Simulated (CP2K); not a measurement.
KF:

```xyz
2
Lattice="3.2590 0.0000 0.0000 0.0000 3.2590 0.0000 0.0000 0.0000 3.2590" Properties=species:S:1:pos:R:3 pbc="T T T"
K     0.0000    0.0000    0.0000
F     1.6295    1.6295    1.6295
```

The cell comes from a database or a generator and needn't be the stable form of this composition.

Base run:

| Quantity | Value |
| --- | --- |
| Program | CP2K 2026.2 |
| Functional | RPBE |
| Potentials or basis | POTENTIAL_UZH K GTH-PBE-q9, F GTH-PBE-q7; TZVP-MOLOPT-PBE-GTH basis |
| Density cutoff | 10204 eV |
| k mesh | 8 × 8 × 8 |
| Occupations | gaussian, width 0.05 eV |
| Spin | no spin polarisation |

Its results: band gap on the k mesh 6.56 eV, indirect (least direct gap 6.62 eV); pressure 3.2 GPa.

Task: The run is repeated on the same cell with these changes: functional from RPBE to PBEsol; occupations from gaussian, width 0.05 eV to gaussian, width 0.02 eV. What comes out?

Result: Band gap on the k mesh 6.07 eV, indirect (least direct gap 6.12 eV); pressure -2.3 GPa.

Caveats: the potentials were made for another functional, which shifts forces and pressure; the basis of atomic orbitals isn't converged, which shifts pressures, moduli and gaps.

A k mesh can miss the band edges.
